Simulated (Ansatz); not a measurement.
# Zn (Zinc) (001): surface energy and levels

Aim: for Zn (Zinc), compute energy, relaxation and work function or band edges of the (001) face.

The COD entry's cell or inner coordinates are ideal or old and differ from later refinements, so a difference from it is no clean test against experiment.

Program: Ansatz 0.2.0. Level of theory: DFT r2SCAN, scalar-relativistic, plane waves, PAW. These are calculated values, not measurements.

1 further run of the same task is left out (set aside as unsound or not needed).

## 1. The structure to begin with

The structure is hexagonal, space group P6_3/mmc (No. 194). The conventional cell has a = 2.595 Å, b = 2.595 Å, c = 4.991 Å, α = 90.00°, β = 90.00°, γ = 120.00°. Zn (site symmetry -6m2) is surrounded by 12 Zn at 2.60 to 2.91 Å.

Structure file:

```cif
data_structure
_symmetry_space_group_name_H-M 'P6_3/mmc'
_symmetry_Int_Tables_number 194
_cell_length_a 2.5953
_cell_length_b 2.5953
_cell_length_c 4.9905
_cell_angle_alpha 90.000
_cell_angle_beta 90.000
_cell_angle_gamma 120.000
_cell_volume 29.11
loop_
_atom_site_label
_atom_site_type_symbol
_atom_site_symmetry_multiplicity
_atom_site_Wyckoff_symbol
_atom_site_fract_x
_atom_site_fract_y
_atom_site_fract_z
_atom_site_occupancy
Zn1 Zn 2 c 0.33333 0.66667 0.25000 1
```

It is the result of an earlier relaxation at this level (volume 14.56 Å³/atom; gap on the mesh: none (metal)).

## 2. The bulk in the cell of the plane

input.yaml

```yaml
crystal:
  lattice:
    - [2.595334476, 0.0, 0.0]
    - [-1.297667238, 2.2476255875, 0.0]
    - [0.0, 0.0, 4.9905328656]
  atoms:
    - { symbol: Zn, position: [0.3333333333, 0.6666666667, 0.25] }
    - { symbol: Zn, position: [0.6666666667, 0.3333333333, 0.75] }
basis:
  ecutwfc: 500
kpoints:
  mp_grid: { grid: [15, 15, 7] }
hamiltonian:
  xc: r2scan
scf:
  occupations: { method: gaussian, width: 0.1 }
output:
  forces: true
  stress: true
  eigenvalues: true
```

On the command line:

```
> ansatz run input.yaml --threads 2 --pin off --max-ram 5120MiB --backend cpu --events-out ev --progress --plain --runs-dir out
```

Standard output (excerpt; [...] marks lines left out):

```text
[...]
SCF converged after 6 iterations
Free energy (F): -6651.354928 eV
[...]
E sigma→0 (E₀):  -6651.354178 eV
Entropy (-TS):   -0.001500 eV (-0.750 meV/atom)
Fermi energy:    11.619390 eV
[...]
--- Forces (eV/Å), atoms counted from 1 ---
  atom   1  Zn     0.00000000     0.00000000     0.00000000
  atom   2  Zn     0.00000000    -0.00000000     0.00000000
[...]
--- Stress (GPa, compression-positive) ---
       -0.466575       0.000000       0.000000
        0.000000      -0.466575       0.000000
        0.000000       0.000000       0.787733
  P = ⅓ Tr σ = -0.0485 GPa (-0.485 kbar)
--- Band table (eV; the first three rows and the last of 108) ---
  k-point 0: bands = ["0.3356", "2.3291", "3.1795", "3.4826", "3.4826", "3.5297", "3.5297", "3.9456", "3.9456", "4.1358", "4.1358", "7.4023", "8.0680", "25.0000", "28.8800", "31.3169"]
[...]
```

Wall time 16 s (2 threads of Intel Xeon at 2.50GHz (Skylake/Cascade Lake), shared host); peak memory 0.42 GiB.

Bulk reference and slab share their plane, in-plane mesh and smearing. Its energy with the smearing taken to zero: -3325.6771 eV/atom.

## 3. The (001) slab

Planes are indexed in the bulk's conventional cell (P6_3/mmc (No. 194)), a = 2.595 Å, b = 2.595 Å, c = 4.991 Å, α = 90.00°, β = 90.00°, γ = 120.00°.

The slab is a (001) slab, 10.0 Å thick as cut, with 15 Å of vacuum; its outer planes are Zn (top) and Zn (bottom).

The slab as cut. Layers, bottom to top:

| plane | atoms per cell | height over the lowest (Å) |
| --- | --- | --- |
| 1 | Zn | 0.00 |
| 2 | Zn | 2.50 |
| 3 | Zn | 4.99 |
| 4 | Zn | 7.49 |
| 5 | Zn | 9.98 |

## 4. The slab as cut, atoms at the bulk's places

The cell repeats along c, and a dipole correction in the vacuum removes the field between the copies.

input.yaml

```yaml
crystal:
  lattice:
    - [2.595334476, 0.0, 0.0]
    - [-1.297667238, 2.2476255875, 0.0]
    - [0.0, 0.0, 24.9810657312]
  atoms:
    - { symbol: Zn, position: [0.3333333333, 0.6666666667, 0.3002273834] }
    - { symbol: Zn, position: [0.6666666667, 0.3333333333, 0.4001136917] }
    - { symbol: Zn, position: [0.3333333333, 0.6666666667, 0.5] }
    - { symbol: Zn, position: [0.6666666667, 0.3333333333, 0.5998863083] }
    - { symbol: Zn, position: [0.3333333333, 0.6666666667, 0.6997726166] }
basis:
  ecutwfc: 500
kpoints:
  mp_grid: { grid: [15, 15, 1] }
hamiltonian:
  xc: r2scan
scf:
  occupations: { method: gaussian, width: 0.1 }
output:
  forces: true
  stress: true
  eigenvalues: true
  write_density: true
  write_potential: true
  elf: true
  volumetric_format: npy
efield:
  axis: 3
  dipole_correction: true
```

On the command line:

```
> ansatz run input.yaml --threads 2 --pin off --max-ram 5120MiB --backend cpu --events-out ev --progress --plain --runs-dir out
```

Standard output (excerpt; [...] marks lines left out):

```text
Warning: RAYON_NUM_THREADS=2 ignored (pool sized by the plan → 2); use --threads N
[...]
Pseudopotentials: kind: paw
Pseudopotential: Zn, paw, valence charge 12, recommended cutoff 500 eV (meta_gga), Zn.paw.azcp
Functional definition: r2SCAN
[...]
Crystal: 5 atoms, lattice volume = 145.723 Å³
Basis set: ecut = 500 eV, 3727 PW (Γ), exchange–correlation on 80×80×768 points (64 copies of the dense FFT grid, shifted against one another)
Bands: 36, of which v1, the nominal top of the filled ones, is band 30 counted from 1 (29 counted from 0)
Symmetry: 6 space group operations
k-points: 27 of 225 (time reversal used)
[...]
SCF iter   1: F=—  HF=-16628.128626 eV  |F-HF|=—  |Δ(HF+E_count)|=         —  Δρ=1.62e-2  dr2=3.23e-1  dr2_τ=5.92e-3  ethr=1.77e-3  p=0.000 e·Å  D=2.94e-13 V/Å  ΔV_dip=-0.00 eV  dr2_dipole=2.40e-9  V_vac-E_F(+/−)=4.33/4.33 eV  ⟨swp⟩=13.5  Hψ=6309  notcnv=0
[...]
WARN: The output density's exchange-correlation potential varies sharply where the density is thin. Do not read a vacuum level from v_tot or v_xc, or from such a field of the output density. On a cell that repeats whose density bears no net charge and no dipole along the vacuum's axis use [...]
SCF converged after 10 iterations
an eigenvalue changed by more than its tolerance at an iteration that met the thresholds in force, so the SCF went on 1 time: the last check found none over its tolerance
Free energy (F): -16628.080834 eV
[...]
E sigma→0 (E₀):  -16628.079095 eV
Entropy (-TS):   -0.003478 eV (-0.696 meV/atom)
Fermi energy:    3.564030 eV
Dipole field:    D = 0.000000 V/Å  (p = 0.000000 e·Å, saw-weighted, corrected)
Work function:   Φ+ = 4.2037 eV   Φ− = 4.2037 eV
Levels:          The Fermi level and band energies are counted from a zero that moves with the ramp; work functions are not
[...]
--- Forces (eV/Å), atoms counted from 1 ---
  atom   1  Zn     0.00000000     0.00000000     0.00836309
  atom   2  Zn     0.00000000    -0.00000000     0.07140506
  atom   3  Zn     0.00000000     0.00000000     0.00000004
  atom   4  Zn     0.00000000    -0.00000000    -0.07140470
  atom   5  Zn     0.00000000     0.00000000    -0.00836349
[...]
--- Stress (GPa, compression-positive) ---
       -0.932433       0.000000       0.000000
        0.000000      -0.932433      -0.000000
        0.000000       0.000000      -0.483740
  P = ⅓ Tr σ = -0.7829 GPa (-7.829 kbar)
--- Band table (eV; the first three rows and the last of 27) ---
[...]
```

Run time: 84 s. Hardware: 2 threads of Intel Xeon at 2.50GHz (Skylake/Cascade Lake), shared host; peak memory 0.71 GiB.

Read from this run: work function 4.20 eV.

Density in a lattice plane of the grid's cell (edges 2.60 and 24.98 Å, at 0.667 of the third edge), which holds Zn.

Values in e/Å³, 12 rows by 6 columns:
```
 0.00  0.00  0.00  0.00  0.00  0.00
 0.00  0.00  0.01  0.00  0.00  0.00
 0.07  0.09  0.12  0.09  0.07  0.06
 0.20  0.41  0.66  0.42  0.20  0.15
 0.39  0.24  0.23  0.25  0.42  0.58
 0.57  7.05 34.15  7.86  0.62  0.29
 0.39  0.24  0.23  0.25  0.42  0.58
 0.20  0.41  0.66  0.42  0.20  0.15
 0.07  0.09  0.12  0.09  0.07  0.06
 0.00  0.00  0.01  0.00  0.00  0.00
 0.00  0.00  0.00  0.00  0.00  0.00
 0.00  0.00 -0.01  0.00  0.00  0.00
```
Columns run along the first of these edges and rows up along the second, over one cell in 6 and 12 even steps from the bottom left corner. Atoms in the plane (fractional): Zn at (0.33, 0.30), Zn at (0.33, 0.50), Zn at (0.33, 0.70).

ELF in the same plane.

Values, 12 rows by 6 columns:
```
0.00 0.00 0.00 0.00 0.00 0.00
0.00 0.00 0.00 0.00 0.00 0.00
0.27 0.20 0.19 0.20 0.27 0.32
0.20 0.17 0.16 0.17 0.20 0.28
0.21 0.33 0.46 0.33 0.21 0.19
0.21 0.02 0.00 0.03 0.20 0.33
0.21 0.33 0.46 0.33 0.21 0.19
0.20 0.17 0.16 0.17 0.20 0.28
0.27 0.20 0.19 0.20 0.27 0.32
0.00 0.00 0.00 0.00 0.00 0.00
0.00 0.00 0.00 0.00 0.00 0.00
0.00 0.00 0.00 0.00 0.00 0.00
```
Columns run along the first of these edges and rows up along the second, over one cell in 6 and 12 even steps from the bottom left corner. Atoms in the plane (fractional): Zn at (0.33, 0.30), Zn at (0.33, 0.50), Zn at (0.33, 0.70).

Both are smooth fields of the valence electrons: close to the nuclei they are not physical.

The highest ELF values outside the cores: 0.52 between the atoms, 1.5 Å from Zn.

## 5. All atoms of the slab relaxed

Changes to input.yaml since step 4:

```diff
@@ -21,8 +21,7 @@
   forces: true
-  stress: true
   eigenvalues: true
-  write_density: true
-  write_potential: true
-  elf: true
-  volumetric_format: npy
+relax:
+  adjacent_minimum: "off"
+  f_tol: 0.02
+  max_steps: 60
 efield:
```

On the command line:

```
> ansatz run input.yaml --threads 2 --pin off --max-ram 5120MiB --backend cpu --events-out ev --progress --plain --runs-dir out
```

Standard output:

```text
Warning: RAYON_NUM_THREADS=2 ignored (pool sized by the plan → 2); use --threads N
Engine: ansatz 0.2.0, x86_64-unknown-linux-gnu
[... 3 set-up lines as earlier in the session ...]
  parameter k0 = 0.174
  parameter k1 = 0.065
  parameter a1 = 4.9479
  exchange = r2scan_x(k0 = k0, k1 = k1, a1 = a1)
  correlation = r2scan_c
Crystal: 5 atoms, lattice volume = 145.723 Å³
Basis set: ecut = 500 eV, 3727 PW (Γ), exchange–correlation on 80×80×768 points (64 copies of the dense FFT grid, shifted against one another)
Bands: 36, of which v1, the nominal top of the filled ones, is band 30 counted from 1 (29 counted from 0)
[... 1 set-up line as earlier in the session ...]
k-points: 27 of 225 (time reversal used)
Non-local potential: Zn, projectors of the file, l = 0: 2, l = 1: 2, l = 2: 3, l = 3: 1
PAW form: soft (Blöchl's): semilocal exchange-correlation on the pseudo side does not see the compensation charge
PAW frozen core: Zn, regenerated for the run's functional (the file was generated under x = pbe(κ = 0.804, μ = 0.2195149727645171), c = pbe(β = 0.06672455060314922))
PAW one-centre angular grid: Zn, 590 points (default); XC on 261 of its mesh's 2673 points in the sphere
Initial density: superposition of atomic densities (neutral atoms: chi_scale 0, normalization atom), corrected by the library's trained network
Initial wavefunctions: pseudopotential atomic-orbital guess
Functional: x = r2scan, c = r2scan; τ floored in thin density (d = 2e-4 eV/Å³)
SCF iter   1: F=—  HF=-16628.128626 eV  |F-HF|=—  |Δ(HF+E_count)|=         —  Δρ=1.62e-2  dr2=3.23e-1  dr2_τ=5.92e-3  ethr=1.77e-3  p=0.000 e·Å  D=3.23e-13 V/Å  ΔV_dip=-0.00 eV  dr2_dipole=2.40e-9  V_vac-E_F(+/−)=4.33/4.33 eV  ⟨swp⟩=13.5  Hψ=6309  notcnv=0
efield: sawtooth ramp at fractional position 0.9500 (placed from the atoms, in the widest stretch of the axis that holds none; the zero of the levels goes with the place), width 0.1000; the density the first Hamiltonian is built on has a dipole p = 0.000 e·Å; the dipole correction subtracts the counter field D = 3.23e-13 V/Å, which shifts the + side's vacuum level by -0.00 eV against the − side's; the planar-averaged density in the ramp window peaks in size at 6.5e-5 e/Å³
preconditioner: auto → LDOS  [metal: Δε(μ)=0.118 eV  Ē_g=11.165 eV  σ=0.100 eV  W_gap=0.50  n_scr=18 (ndim 8)  ℏωp=23.8 eV  f_vac=0.464  D(μ)=0.50/eV (n_scr^D=6)  β→1.0]
SCF iter   2: F=—  HF=-16628.430182 eV  |F-HF|=—  |Δ(HF+E_count)|=   3.02e-1  Δρ=2.76e-2  dr2=9.68e-1  dr2_τ=3.57e-3  ethr=5.38e-4  p=-0.000 e·Å  D=-1.92e-5 V/Å  ΔV_dip=0.00 eV  dr2_dipole=2.95e-8  V_vac-E_F(+/−)=3.90/3.90 eV  ⟨swp⟩=3.1  Hψ=2556  notcnv=0  defer=38  recentre
SCF iter   3: F=—  HF=-16628.083014 eV  |F-HF|=—  |Δ(HF+E_count)|=   3.47e-1  Δρ=3.34e-3  dr2=9.50e-3  dr2_τ=2.65e-5  ethr=5.38e-4  p=-0.000 e·Å  D=-1.03e-5 V/Å  ΔV_dip=0.00 eV  dr2_dipole=1.62e-10  V_vac-E_F(+/−)=4.24/4.24 eV  ⟨swp⟩=2.9  Hψ=2157  notcnv=0  defer=39
SCF iter   4: F=—  HF=-16628.081082 eV  |F-HF|=—  |Δ(HF+E_count)|=   1.93e-3  Δρ=6.55e-4  dr2=9.28e-4  dr2_τ=1.03e-5  ethr=1.58e-5  p=-0.000 e·Å  D=-5.87e-7 V/Å  ΔV_dip=0.00 eV  dr2_dipole=2.30e-9  V_vac-E_F(+/−)=4.21/4.21 eV  ⟨swp⟩=2.7  Hψ=2166  notcnv=0  defer=34
SCF iter   5: F=—  HF=-16628.080817 eV  |F-HF|=—  |Δ(HF+E_count)|=   2.65e-4  Δρ=1.59e-4  dr2=2.40e-5  dr2_τ=3.77e-7  ethr=1.55e-6  p=-0.000 e·Å  D=-2.10e-6 V/Å  ΔV_dip=0.00 eV  dr2_dipole=1.10e-12  V_vac-E_F(+/−)=4.21/4.21 eV  ⟨swp⟩=2.2  Hψ=1833  notcnv=0  defer=33
SCF iter   6: F=-16628.080825 eV  HF=-16628.080826 eV  |F-HF|=1.52e-6  |Δ(HF+E_count)|=   9.55e-6  Δρ=8.70e-5  dr2=8.11e-6  dr2_τ=7.97e-8  ethr=1.67e-8  p=-0.000 e·Å  D=-1.17e-6 V/Å  ΔV_dip=0.00 eV  dr2_dipole=4.73e-12  V_vac-E_F(+/−)=4.21/4.21 eV  ⟨swp⟩=12.6  Hψ=6226  notcnv=0
SCF 1 converged in 6 iterations: F = -16628.080825 eV  dr2 = 8.11e-6
relax step   1: F+E_penalty+E_count = -16628.08082477 eV  Δ(F+E_penalty+E_count) = +0.000e0 eV  max|allowed force component| = 7.102e-2 eV/Å  Δτ_max = 0.0000 Å  (6 SCF iters, dr2 threshold 1.00e-5 eV, accepted)
[... 17 lines left out ...]
relax step   2: F+E_penalty+E_count = -16628.08634817 eV  Δ(F+E_penalty+E_count) = -5.523e-3 eV  max|allowed force component| = 2.546e-2 eV/Å  Δτ_max = 0.0491 Å  (11 SCF iters, accepted)
[... 14 lines left out ...]
relax step   3: F+E_penalty+E_count = -16628.08766587 eV  Δ(F+E_penalty+E_count) = -1.318e-3 eV  max|allowed force component| = 2.371e-3 eV/Å  Δτ_max = 0.0522 Å  (11 SCF iters, accepted)
iter 1 solved again at ethr=1.58e-11 eV; its pass at ethr=3.10e-3 eV (dr2=9.50e-9 eV) is discarded
SCF iter   1: F=—  HF=-16628.087666 eV  |F-HF|=—  |Δ(HF+E_count)|=         —  Δρ=3.14e-6  dr2=9.48e-9  dr2_τ=2.18e-10  ethr=1.58e-11  p=-0.000 e·Å  D=-8.66e-8 V/Å  ΔV_dip=0.00 eV  dr2_dipole=9.55e-14  V_vac-E_F(+/−)=4.10/4.10 eV  ⟨swp⟩=1.0  Hψ=3649  notcnv=0
efield: sawtooth ramp at fractional position 0.9500 (kept from the solve that this one continues, or follows in the run), width 0.1000; the density the first Hamiltonian is built on has a dipole p = -0.000 e·Å; the dipole correction subtracts the counter field D = -8.66e-8 V/Å, which shifts the + side's vacuum level by +0.00 eV against the − side's; the planar-averaged density in the ramp window peaks in size at 1.1e-5 e/Å³
preconditioner: auto → LDOS  [insulator: Δε(μ)=0.143 eV  Ē_g=10.982 eV  σ=0.100 eV  W_gap=0.68  n_scr=18 (ndim 8)  ℏωp=23.8 eV  f_vac=0.473  D(μ)=0.59/eV (n_scr^D=6)  ε∞_Penn≈5.7  β→1.0]
SCF iter   2: F=-16628.087666 eV  HF=-16628.087666 eV  |F-HF|=1.85e-8  |Δ(HF+E_count)|=   1.82e-8  Δρ=3.33e-6  dr2=1.31e-8  dr2_τ=9.66e-11  ethr=1.58e-11  p=-0.000 e·Å  D=-6.92e-8 V/Å  ΔV_dip=0.00 eV  dr2_dipole=1.53e-13  V_vac-E_F(+/−)=4.10/4.10 eV  ⟨swp⟩=6.3  Hψ=4673  notcnv=0
SCF 4 converged in 2 iterations: F = -16628.087666 eV  dr2 = 1.31e-8
SCF converged after 2 iterations
Free energy (F): -16628.087666 eV
Harris-Foulkes:  -16628.087666 eV  (|F-HF|=1.85e-8)
Internal energy: -16628.084735 eV  (E = F + TS)
E sigma→0 (E₀):  -16628.086200 eV
Entropy (-TS):   -0.002931 eV (-0.586 meV/atom)
Fermi energy:    3.673293 eV
Dipole field:    D = -0.000001 V/Å  (p = -0.000001 e·Å, saw-weighted, corrected)
Work function:   Φ+ = 4.0989 eV   Φ− = 4.0988 eV
Levels:          The Fermi level and band energies are counted from a zero that moves with the ramp; work functions are not
--- Per-component energies (eV) ---
  E_band       = -214.243066
  E_kinetic    = 653.297104
  E_local      = -70269.554009  (includes V_loc(G=0)·N_el)
  E_nonlocal   = 3066.036504
  E_hartree    = 34304.606711
  E_xc         = -623.451795
  E_vxc        = -274.821979  (∫ρ·V_xc dr)
  E_paw        = -9228.157856  (= ΣΔE_a)
  E_vpaw       = -2014.577962  (= ΣTr[D̂ρ^β])
  E_aug_tail   = -0.000201  (compensation charges beyond the density's cutoff)
  E_vtau       = 16.178344  (kinetic-family band-sum trace: ∫τ·v_τ [+ j·A + Jᵃ·Aᵃ] dr)
  E_efield     = 0.000000  (sawtooth field / dipole correction)
  E_vefield    = 0.000000  (∫n·V_field dr)
  E_ewald      = 25470.051900
  E_core_change = -0.913094  (= ΣΔE_core)
  E_smearing   = -0.002931  (= −TS)
  E_closure    = 0.000000  (closes the sum)
  Σ components = -16628.087666   (vs F -16628.087666, Δ=0.00e0)
--- Forces (eV/Å), atoms counted from 1 ---
  atom   1  Zn     0.00000000     0.00000000    -0.00233124
  atom   2  Zn     0.00000000    -0.00000000     0.00152591
  atom   3  Zn     0.00000000     0.00000000     0.00000456
  atom   4  Zn     0.00000000    -0.00000000    -0.00153479
  atom   5  Zn     0.00000000     0.00000000     0.00233562
  max |Σ_I F_I| component: 4.99e-8 eV/Å
--- Band table (eV; the first three rows and the last of 27) ---
  k-point 0: bands = ["-7.4998", "-6.7121", "-5.9704", "-5.4786", "-5.4742", "-4.6904", "-4.4972", "-4.4972", "-4.4758", "-4.3537", "-4.3537", "-4.3360", "-4.3360", "-4.0788", "-4.0405", "-4.0405", "-4.0375", "-4.0375", "-3.9730", "-3.9730", "-3.8025", "-3.8025", "-3.7692", "-3.7692", "-3.5031", "-3.5031", "-3.5031", "-3.5031", "-3.0284", "-1.0160", "0.6808", "3.5941", "6.0560", "7.4863", "8.3174", "8.5198"]
[... 3 lines left out ...]
--- Relaxed structure (3 steps of the walk, 3 accepted, 0 SCFs on fresh bases) ---
  F+E_penalty+E_count = -16628.08766587 eV   max|allowed force component| = 2.371e-3 eV/Å
  atoms:
    - { symbol: Zn, position: [0.3333333333333333, 0.6666666666666666, 0.3042804954294961] }
    - { symbol: Zn, position: [0.6666666666666666, 0.3333333333333333, 0.40338463682543585] }
    - { symbol: Zn, position: [0.3333333333333333, 0.6666666666666666, 0.4999999826195364] }
    - { symbol: Zn, position: [0.6666666666666666, 0.3333333333333333, 0.5966154490157948] }
    - { symbol: Zn, position: [0.3333333333333333, 0.6666666666666666, 0.6957194361097372] }
```

Wall time 3.4 min (2 threads of Intel Xeon at 2.50GHz (Skylake/Cascade Lake), shared host); peak memory 0.74 GiB.

Step by step:

```csv
step,energy from step 1 (eV/cell),largest force component (eV/Å)
1,0.0000,0.0710
2,-0.0055,0.0255
3,-0.0068,0.0024
```

Step 1 is the start.

From the log: work function 4.10 eV.

Plane-averaged electrostatic potential energy of an electron across the slab, counted from the Fermi level:

z (Å), V (eV) and a bar:
```
     1.82       4.10 ##############################
     2.34       4.10 ##############################
     2.60       4.10 ##############################
     3.12       4.10 ##############################
     3.64       4.10 ##############################
     3.90       4.10 ##############################
     4.42       4.09 ##############################
     4.94       4.06 ##############################
     5.20       4.02 ##############################
     5.72       3.78 ##############################
     6.25       2.78 ############################
     6.51       1.53 ##########################
     7.03      -7.13 #############
     7.55     -14.89 
     7.81     -13.90 ##
     8.33      -4.28 #################
     8.85       0.62 #########################
     9.11      -0.28 #######################
     9.63     -10.19 ########
    10.15     -15.20 
    10.41     -12.45 ####
    10.93      -2.00 #####################
    11.45      -0.05 ########################
    11.71      -3.32 ##################
    12.23     -13.65 ##
    12.75     -13.65 ##
    13.27      -3.32 ##################
    13.53      -0.05 ########################
    14.05      -2.00 #####################
    14.57     -12.45 ####
    14.83     -15.20 
    15.35     -10.19 ########
    15.87      -0.28 #######################
    16.13       0.62 #########################
    16.65      -4.28 #################
    17.17     -13.90 ##
    17.43     -14.89 
    17.96      -7.13 #############
    18.48       1.53 ##########################
    18.74       2.78 ############################
    19.26       3.78 ##############################
    19.78       4.02 ##############################
    20.04       4.06 ##############################
    20.56       4.09 ##############################
    21.08       4.10 ##############################
    21.34       4.10 ##############################
    21.86       4.10 ##############################
    22.38       4.10 ##############################
    22.64       4.10 ##############################
    23.16       4.10 ##############################
```

## 6. What the (001) slab gives

The surface energy is (E_slab − N·E_bulk) / 2A, with N = 5 atoms and A = 5.83 Å².

|  | as cut | relaxed |
| --- | --- | --- |
| surface energy, mean of both faces | 0.42 J/m² | 0.41 J/m² |
| work function | 4.20 eV | 4.10 eV |
| dipole along +c (e·Å/cell) | 0.000 | 0.000 |

How the layers moved (bottom to top):

| plane | atoms | spacing to the next, as cut (Å) | relaxed (Å) | change (%) | rumpling (Å) |
| --- | --- | --- | --- | --- | --- |
| 1 | Zn | 2.495 | 2.476 | -0.8 | 0.000 |
| 2 | Zn | 2.495 | 2.414 | -3.3 | 0.000 |
| 3 | Zn | 2.495 | 2.414 | -3.3 | 0.000 |
| 4 | Zn | 2.495 | 2.476 | -0.8 | 0.000 |
| 5 | Zn |  |  |  | 0.000 |

## 7. Outcome

| quantity | value |
| --- | --- |
| surface energy, (001), cut with Zn on top | 0.41 J/m² |
| work function, (001), cut with Zn on top | 4.10 eV |

What this shows: On (001) the top spacing contracts by 0.8 %, and relaxation gains 0.010 J/m² a face. Another spacing, gap 2 from the bottom, changes more, by -3.3 %. Inner planes relax by over 3 % too, so the slab is too thin to hold a bulk-like region.
